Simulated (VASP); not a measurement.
# W in VASP: a series of runs, part 2 of 2

VASP 6.6.1. Earlier steps stand in the parts before.

### 3 Single point, PBE

This run uses another cell than the first one, of 20.40 Å³/atom, 1.175 times its volume.

The input, INCAR:

```
PREC     = Accurate       # precision mode
ENCUT    = 520            # plane-wave cutoff, eV
EDIFF    = 1E-7           # SCF threshold, eV
ISMEAR   = 0              # smearing method
SIGMA    = 0.1            # smearing width, eV
LREAL    = F              # projectors in reciprocal space
LASPH    = T              # aspherical terms in the spheres
NELM     = 80             # most SCF steps
ALGO     = Normal         # electronic algorithm
ISIF     = 2              # what is computed and relaxed
LWAVE    = F              # write WAVECAR
LCHARG   = F              # write CHGCAR
GGA      = PE             # functional
NBANDS   = 36             # bands
```

The input, KPOINTS:

```
regular mesh
0
Gamma
  6 6 4
```

The input, POSCAR:

```
W
1.0
    4.3511346541      0.0000000000      0.0000000000
   -2.1755673270      3.7681931457      0.0000000000
    0.0000000000      0.0000000000      4.9775608800
W
4
Direct
    0.0000000000      0.0000000000      0.7500000000
    0.0000000000      0.0000000000      0.2500000000
    0.3333333333      0.6666666667      0.7500000000
    0.6666666667      0.3333333333      0.2500000000
```

Potentials or basis: VASP PAW PBE potentials, release 64 (W_sv).

Started as:

```
$ cat potpaw_PBE.64/W_sv/POTCAR > POTCAR
$ mpirun -np 1 vasp_std > vasp.out
```

OUTCAR:

```text
PREC = Accurate
   ENCUT = 520
   EDIFF = 1E-7
   ISMEAR = 0
   LREAL = F
   LASPH = T
   NELM = 80
   ISIF = 2
   GGA = PE

 ion  position               nearest neighbor table
   1  0.000  0.000  0.750-   2 2.49   2 2.49   3 2.51   3 2.51   3 2.51
   2  0.000  0.000  0.250-   1 2.49   1 2.49   4 2.51   4 2.51   4 2.51
   3  0.333  0.667  0.750-   1 2.51   1 2.51   1 2.51
   4  0.667  0.333  0.250-   2 2.51   2 2.51   2 2.51

  LATTYP: Found a hexagonal cell.
 ALAT       =     4.3511346541
 C/A-ratio  =     1.1439684762

  Lattice vectors:

 A1 = (   4.3511346541,   0.0000000000,   0.0000000000)
 A2 = (  -2.1755673270,   3.7681931457,   0.0000000000)
 A3 = (   0.0000000000,   0.0000000000,   4.9775608800)

Analysis of symmetry for initial positions (statically):
=====================================================================
 Subroutine PRICEL returns:
 Original cell was already a primitive cell.

 Routine SETGRP: Setting up the symmetry group for a
 hexagonal supercell.

 Subroutine GETGRP returns: Found 24 space group operations
 (whereof 12 operations were pure point group operations)
 out of a pool of 24 trial point group operations.

The static configuration has the point symmetry D_3d.
 The point group associated with its full space group is D_6h.

Analysis of symmetry for dynamics (positions and initial velocities):
=====================================================================
 Subroutine PRICEL returns:
 Original cell was already a primitive cell.

 Routine SETGRP: Setting up the symmetry group for a
 hexagonal supercell.

 Subroutine GETGRP returns: Found 24 space group operations
 (whereof 12 operations were pure point group operations)
 out of a pool of 24 trial point group operations.

The dynamic configuration has the point symmetry D_3d.
 The point group associated with its full space group is D_6h.

 Subroutine INISYM returns: Found 24 space group operations
 (whereof 12 operations are pure point group operations),
 and found     1 'primitive' translations

----------------------------------------------------------------------------------------

                                     Primitive cell

  volume of cell :      81.6117

  direct lattice vectors                    reciprocal lattice vectors
     4.351134654  0.000000000  0.000000000     0.229825110  0.132689589  0.000000000
    -2.175567327  3.768193146  0.000000000     0.000000000  0.265379178  0.000000000
     0.000000000  0.000000000  4.977560880     0.000000000  0.000000000  0.200901611

  length of vectors
     4.351134654  4.351134654  4.977560880     0.265379178  0.265379178  0.200901611

  position of ions in fractional coordinates (direct lattice)
     0.000000000  0.000000000  0.750000000
     0.000000000  0.000000000  0.250000000
     0.333333333  0.666666667  0.750000000
     0.666666667  0.333333333  0.250000000

  ion indices of the primitive-cell ions
   primitive index   ion index
                 1           1
                 2           2
                 3           3
                 4           4

----------------------------------------------------------------------------------------

 KPOINTS: regular mesh

Automatic generation of k-mesh.
 Grid dimensions read from file:
 generate k-points for:    6    6    4

 Generating k-lattice:

  Cartesian coordinates                     Fractional coordinates (reciprocal lattice)
     0.038304185  0.022114932  0.000000000     0.166666667  0.000000000  0.000000000
     0.000000000  0.044229863  0.000000000     0.000000000  0.166666667  0.000000000
     0.000000000  0.000000000  0.050225403     0.000000000  0.000000000  0.250000000

  Length of vectors
     0.044229863  0.044229863  0.050225403

  Shift w.r.t. Gamma in fractional coordinates (k-lattice)
     0.000000000  0.000000000  0.000000000

 Subroutine IBZKPT returns following result:
 ===========================================

 Found     21 irreducible k-points:

 Following reciprocal coordinates:
            Coordinates               Weight
  0.000000  0.000000  0.000000      1.000000
  0.166667  0.000000  0.000000      6.000000
  0.333333  0.000000  0.000000      6.000000
  0.500000  0.000000  0.000000      3.000000
  0.166667  0.166667  0.000000      6.000000
  0.333333  0.166667  0.000000     12.000000
[... 13 lines left out ...]
  0.333333  0.166667  0.500000     12.000000
  0.333333  0.333333  0.500000      2.000000
   k-points           NKPTS =     21   k-points in BZ     NKDIM =     21   number of bands    NBANDS=     36
   number of dos      NEDOS =    301   number of ions     NIONS =      4
   total plane-waves  NPLWV =  40960
   dimension x,y,z NGX =    32 NGY =   32 NGZ =   40
   dimension x,y,z NGXF=    64 NGYF=   64 NGZF=   80
   ions per type =               4
   NGX,Y,Z   is equivalent  to a cutoff of  12.23, 12.23, 13.36 a.u.
   NGXF,Y,Z  is equivalent  to a cutoff of  24.45, 24.45, 26.72 a.u.
 SYSTEM =  unknown system
   PREC   = accura    normal or accurate (medium, high low for compatibility)
   ISTART =      0    job   : 0-new  1-cont  2-samecut
   ICHARG =      2    charge: 1-file 2-atom 10-const
   ISPIN  =      1    spin polarized calculation?
   LNONCOLLINEAR =      F non collinear calculations
   LSORBIT =      F    spin-orbit coupling
   LASPH  =      T    aspherical Exc in radial PAW
   ENCUT  =  520.0 eV  38.22 Ry    6.18 a.u.   8.09  8.09  9.25*2*pi/ulx,y,z
   NELM   =     80;   NELMIN=  2; NELMDL= -5     # of ELM steps
   EDIFF  = 0.1E-06   stopping-criterion for ELM
   LREAL  =      F    real-space projection
   EDIFFG = 0.1E-05   stopping-criterion for IOM
   NSW    =      0    number of steps for IOM
   IBRION =     -1    ionic relax: 0-MD 1-quasi-New 2-CG
   NFREE  =      0    steps in history (QN), initial steepest desc. (CG)
   ISIF   =      2    stress and relaxation
   ISYM   =      2    0-nonsym 1-usesym 2-fastsym
   POTIM  = 0.5000    time-step for ionic-motion
   TEBEG  =    0.0;   TEEND  =   0.0 temperature during run
   PSTRESS=    0.0 pullay stress
   NELECT =      56.0000    total number of electrons
   NUPDOWN=      -1.0000    fix difference up-down
   EMIN   =  10.00;   EMAX   =-10.00  energy-range for DOS
   EFERMI =   0.00;   METHOD = LEGACY
   ISMEAR =     0;   SIGMA  =   0.10  broadening in eV -4-tet -1-fermi 0-gaus
   EFERMI_NEDOS =   21; number of points for ismear=-14 and -15
   IALGO  =     38    algorithm
   IMIX   =      4    mixing-type and parameters
     AMIX     =   0.40;   BMIX     =  1.00
     AMIX_MAG =   1.60;   BMIX_MAG =  1.00
  volume/ion in A,a.u.               =      20.40       137.69
  Fermi-wavevector in a.u.,A,eV,Ry     =   1.443954  2.728678 28.368198  2.085004
  Thomas-Fermi vector in A             =   2.562304
   LORBIT       =      0    0 simple, 1 ext, 2 COOP (PROOUT), +10 PAW based schemes
   GGA     = PE    functional components
   LHFCALC =     F    Hartree Fock is set to
   AEXX    =    0.0000 exact exchange contribution
   IVDW    =     0    specifies the selected vdW correction
   LEPSILON=     F    determine dielectric tensor
   LRPA    =     F    only Hartree local field effects (RPA)
 non-spin polarized calculation
 Gauss-broadening in eV      SIGMA  =   0.10
  energy-cutoff  :      520.00
  volume of cell :       81.61
 maximum number of plane-waves:      2222
   NGX = 17   NGY = 17   NGZ = 19

 number of electron      56.0000000 magnetization

 Free energy of the ion-electron system (eV)
  ---------------------------------------------------
  ext. energy  EPLUGINS =         0.00000000
  ---------------------------------------------------
  free energy    TOTEN  =       -45.16590155 eV

  energy without entropy =      -45.15908000  energy(sigma->0) =      -45.16249077

 E-fermi :   7.5633     XC(G=0): -11.9778

 val. band max:        7.5393643958   @ k =   0.1667   0.0000   0.0000
 cond. band min:       7.7112678289   @ k =   0.3333   0.0000   0.0000
 fundamental gap:      0.1719034332
 Fermi energy:         7.5633197851

 k-point     1 :       0.0000    0.0000    0.0000
  band No.  band energies     occupation
      1     -66.2693      2.00000
      2     -66.2572      2.00000
      3     -65.6618      2.00000
      4     -65.4815      2.00000
      5     -31.1530      2.00000
      6     -30.8006      2.00000
[... 808 lines left out ...]
     35      11.1143      0.00000
     36      11.1143      0.00000

------------------------ aborting loop because EDIFF is reached ----------------------------------------

  FORCE on cell =-STRESS in cart. coord.  units (eV):
  Direction    XX          YY          ZZ          XY          YZ          ZX
  --------------------------------------------------------------------------------------
  -------------------------------------------------------------------------------------
  Total        0.2067424      0.2067424      0.1448017      0.0000000      0.0000000      0.0000000
  in kB        4.0587079      4.0587079      2.8427071      0.0000000      0.0000000      0.0000000
  external PRESSURE =       3.6533743 kB  Pullay stress =       0.0000000 kB

 VOLUME and BASIS-vectors are now :
 -----------------------------------------------------------------------------
  energy-cutoff  :      520.00
  volume of cell :       81.61
      direct lattice vectors                 reciprocal lattice vectors
     4.351134654  0.000000000  0.000000000     0.229825110  0.132689589  0.000000000
    -2.175567327  3.768193146  0.000000000     0.000000000  0.265379178  0.000000000
     0.000000000  0.000000000  4.977560880     0.000000000  0.000000000  0.200901611

 POSITION                                       TOTAL-FORCE (eV/Angst)
 -----------------------------------------------------------------------------------
      0.00000      0.00000      3.73317         0.000000     -0.000000      0.000000
      0.00000      0.00000      1.24439        -0.000000      0.000000      0.000000
     -0.00000      2.51213      3.73317         0.000000      0.000000     -0.000000
      2.17557      1.25606      1.24439         0.000000      0.000000     -0.000000
 -----------------------------------------------------------------------------------
    total drift:                               -0.000000      0.000000     -0.000000

  FREE ENERGIE OF THE ION-ELECTRON SYSTEM (eV)
  ---------------------------------------------------
  free  energy   TOTEN  =       -45.1659015540 eV

  energy  without entropy=      -45.1590799956  energy(sigma->0) =      -45.16249077
```

It took 48 s on 1 thread of Intel Xeon Platinum 8488C (Sapphire Rapids), shared host; peak memory 0.2 GiB.

What came out:

```
Free energy            : -45.1659 eV
Pressure               : 0.4 GPa
Band gap on the k mesh : none (metal or under the smearing width)
```

### 4 Relaxation of cell and atoms, PBE

This run uses another cell than the first one, of 20.47 Å³/atom, 1.179 times its volume.

The input, INCAR:

```
SYSTEM = W
  ALGO = Normal
  EDIFF = 1E-6
  EDIFFG = -0.04
  ENCUT = 600
  GGA = PE
  IBRION = 2
  ISIF = 3
  ISMEAR = 0
  LASPH = .TRUE.
  LCHARG = .FALSE.
  LREAL = .FALSE.
  LWAVE = .FALSE.
  NELM = 80
  NSW = 90
  PREC = Accurate
  SIGMA = 0.1
```

The input, KPOINTS:

```
k-points
0
G
  6 6 4
  0 0 0
```

The input, POSCAR:

```
W
1.0
    4.3302624000      0.0000000000      0.0000000000
   -2.1651312000      3.7501172435      0.0000000000
    0.0000000000      0.0000000000      5.0424256072
W
4
Direct
    0.0000000000      0.0000000000      0.7500000000
    0.0000000000      0.0000000000      0.2500000000
    0.3333333333      0.6666666667      0.7500000000
    0.6666666667      0.3333333333      0.2500000000
```

Potentials or basis: VASP PAW PBE potentials, release 64 (W_sv).

Started as:

```
$ cat potpaw_PBE.64/W_sv/POTCAR > POTCAR
$ mpirun -np 1 vasp_std > vasp.out
```

OUTCAR:

```text
SYSTEM = W
   EDIFF = 1E-6
   EDIFFG = -0.04
   ENCUT = 600
   GGA = PE
   IBRION = 2
   ISIF = 3
   ISMEAR = 0
   LASPH = .TRUE.
   LREAL = .FALSE.
   NELM = 80
   NSW = 90
   PREC = Accurate

 ion  position               nearest neighbor table
   1  0.000  0.000  0.750-   3 2.50   3 2.50   3 2.50   2 2.52   2 2.52
   2  0.000  0.000  0.250-   4 2.50   4 2.50   4 2.50   1 2.52   1 2.52
   3  0.333  0.667  0.750-   1 2.50   1 2.50   1 2.50
   4  0.667  0.333  0.250-   2 2.50   2 2.50   2 2.50

  LATTYP: Found a hexagonal cell.
 ALAT       =     4.3302624000
 C/A-ratio  =     1.1644619059

  Lattice vectors:

 A1 = (   4.3302624000,   0.0000000000,   0.0000000000)
 A2 = (  -2.1651312000,   3.7501172435,   0.0000000000)
 A3 = (   0.0000000000,   0.0000000000,   5.0424256072)

Analysis of symmetry for initial positions (statically):
=====================================================================
 Subroutine PRICEL returns:
 Original cell was already a primitive cell.

 Routine SETGRP: Setting up the symmetry group for a
 hexagonal supercell.

 Subroutine GETGRP returns: Found 24 space group operations
 (whereof 12 operations were pure point group operations)
 out of a pool of 24 trial point group operations.

[... 157 lines left out ...]

 number of electron      55.9999989 magnetization

 Free energy of the ion-electron system (eV)
  ---------------------------------------------------
  ext. energy  EPLUGINS =         0.00000000
  ---------------------------------------------------
  free energy    TOTEN  =       -45.14832020 eV

  energy without entropy =      -45.14171455  energy(sigma->0) =      -45.14501738

------------------------ aborting loop because EDIFF is reached ----------------------------------------

  FORCE on cell =-STRESS in cart. coord.  units (eV):
  Direction    XX          YY          ZZ          XY          YZ          ZX
  --------------------------------------------------------------------------------------
  -------------------------------------------------------------------------------------
  Total        1.1360343      1.1360343     -1.8809734      0.0000000      0.0000000      0.0000000
  in kB       22.2281584     22.2281584    -36.8039706      0.0000000      0.0000000      0.0000000
  external PRESSURE =       2.5507821 kB  Pullay stress =       0.0000000 kB
[... 139 lines left out ...]
--------------------------------------- Ionic step        5  -------------------------------------------

 number of electron      55.9999998 magnetization

 Free energy of the ion-electron system (eV)
  ---------------------------------------------------
  ext. energy  EPLUGINS =         0.00000000
  ---------------------------------------------------
  free energy    TOTEN  =       -45.16631750 eV

  energy without entropy =      -45.15949254  energy(sigma->0) =      -45.16290502

 E-fermi :   7.5351     XC(G=0): -11.9662

 val. band max:        7.5104577078   @ k =   0.1667  -0.0000   0.0000
 cond. band min:       7.6836541526   @ k =   0.3333  -0.0000   0.0000
 fundamental gap:      0.1731964448
 Fermi energy:         7.5350966482

 k-point     1 :       0.0000    0.0000    0.0000
  band No.  band energies     occupation
      1     -66.2982      2.00000
      2     -66.2864      2.00000
      3     -65.6905      2.00000
      4     -65.5114      2.00000
      5     -31.1745      2.00000
      6     -30.8238      2.00000
[... 776 lines left out ...]
  FREE ENERGIE OF THE ION-ELECTRON SYSTEM (eV)
  ---------------------------------------------------
  free  energy   TOTEN  =       -45.1663174980 eV

  energy  without entropy=      -45.1594925409  energy(sigma->0) =      -45.16290502

 reached required accuracy - stopping structural energy minimisation
```

OSZICAR:

```text
N       E                     dE             d eps       ncg     rms          rms(c)
DAV:   1     0.758899360645E+03    0.75890E+03   -0.37150E+04  1386   0.211E+03
[... 46 lines left out ...]
DAV:   1    -0.451884843486E+02   -0.23887E-01   -0.57480E-01  1430   0.718E+00    0.169E+00
DAV:   2    -0.451694340459E+02    0.19050E-01   -0.46890E-02  1402   0.167E+00    0.411E-01
DAV:   3    -0.451665097704E+02    0.29243E-02   -0.14243E-02  1515   0.909E-01    0.323E-01
DAV:   4    -0.451663761533E+02    0.13362E-03   -0.23715E-03  1693   0.378E-01    0.222E-01
DAV:   5    -0.451663495087E+02    0.26645E-04   -0.81970E-04  1789   0.235E-01    0.459E-02
DAV:   6    -0.451663167344E+02    0.32774E-04   -0.27098E-04  1639   0.131E-01    0.150E-02
DAV:   7    -0.451663173722E+02   -0.63776E-06   -0.13315E-05  1567   0.313E-02    0.352E-03
DAV:   8    -0.451663174980E+02   -0.12583E-06   -0.53727E-07   766   0.615E-03
   5 F= -.45166317E+02 E0= -.45162905E+02  d E =-.496754E-03
```

Run time: 2.8 min. Hardware: 1 thread of Intel Xeon Platinum 8488C (Sapphire Rapids), shared host; peak memory 0.24 GiB.

What came out:

- Free energy: -45.1663 eV
- Relaxed volume: 20.45 Å³/atom
- Relaxed cell: a = 4.355 Å, b = 4.355 Å, c = 4.981 Å, α = 90.00°, β = 90.00°, γ = 120.00°
- Space group after relaxing (to 0.05 Å): P6_3/mmc (No. 194)
- Energy gained by relaxing: 4.5 meV/atom
- Ionic steps: 5
- Pressure after relaxing: 0.0 GPa
- Band gap on the k mesh: none (metal or under the smearing width)

The path:
```
step  energy change (eV)  largest force (eV/Å)  pressure (GPa)  volume (Å³)
   1              0.0000                0.0000            0.26        81.88
   2              0.0040                0.0000           -1.30        82.23
   3             -0.0175                0.0000           -0.57        82.06
   4             -0.0163                0.0000            1.08        81.30
   5             -0.0180                0.0000            0.00        81.79
```

Final structure:
```
W
1.0
     4.35461    0.00000    0.00000
    -2.17731    3.77120    0.00000
     0.00000    0.00000    4.98072
W
4
Direct
  0.00000 0.00000 0.75000
  0.00000 0.00000 0.25000
  0.33333 0.66667 0.75000
  0.66667 0.33333 0.25000
```

Levels at points of the mesh, in eV from the Fermi level:
```tsv
k point	band 26	band 27	band 28	band 29	band 30	band 31
(0.00, 0.00, 0.00)	-0.63	-0.63	0.39	0.39	0.56	0.72
(0.50, 0.00, 0.00)	-1.47	-0.95	-0.69	1.15	1.94	2.15
(0.00, 0.00, 0.50)	-0.23	-0.23	-0.23	0.87	0.87	0.87
(0.50, 0.00, 0.50)	-1.76	-0.87	-0.87	0.71	0.71	2.22
```

The run has no spin-orbit coupling, so splittings on W are missing.

### 5 The runs side by side

| task | cell | k mesh | cutoff (eV) | mesh quality | gap on the mesh (eV) | pressure (GPa) | relaxed volume (Å³/atom) |
| --- | --- | --- | --- | --- | --- | --- | --- |
| relaxation of cell and atoms | relaxed | 6 × 6 × 2 | 600 | coarse | none | 0.1 | 20.51 |
| single point | P6_3/mmc, 20.4 Å³/atom | 6 × 6 × 4 | 520 | not flagged | none | 0.4 | - |
| relaxation of cell and atoms | relaxed | 6 × 6 × 4 | 600 | not flagged | none | 0.0 | 20.45 |

Alike in all rows: level PBE; potentials or basis VASP PAW PBE potentials, release 64 (W_sv); no spin polarisation; smearing gaussian 0.1 eV.

Caveats: some runs use coarse meshes; the volume moved by over 15 % at a fixed basis, so the end points are rough (some runs).

Total energies depend on the potentials used, so only differences within one code and one set of settings carry meaning.
